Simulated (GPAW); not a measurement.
# ZnO (zincite) in GPAW: the effect of functional

ZnO (zincite):

```
Zn O
1.0
     3.24931    0.00000    0.00000
    -1.62465    2.81398    0.00000
     0.00000    0.00000    5.20571
Zn O
2 2
Direct
  0.66667 0.33333 0.00000
  0.33333 0.66667 0.50000
  0.33333 0.66667 0.87901
  0.66667 0.33333 0.37901
```

Alike in all runs:

- Program: GPAW 26.7.0
- Task: dielectric tensor
- Cutoff: 650 eV
- Basis: pw
- k mesh: 8 × 8 × 4
- Occupations: fermi-dirac, width 0.001 eV
- Spin: no spin polarisation

```csv
functional,potentials or basis,dielectric constant (mean)
LDA,the program's PAW data sets (release 1.2.1) made for this functional,5.51
AM05,PAW data sets generated in the run's folder for this functional,?
PBEsol,PAW data sets generated in the run's folder for this functional,5.65
RPBE,the program's PAW data sets (release 1.2.1) made for this functional,4.92
GLLB-SC,the program's PAW data sets (release 1.2.1) made for this functional,3.79
```

What does the run with functional AM05 give?

Dielectric constant 5.19 mean.

Caveats: the long-wavelength limit can be off by several per cent where d states take part; a model potential gives levels but no total energy (some runs); response on these states lacks terms of the Hamiltonian (some runs).

Runs at the PBE level aren't shown here.
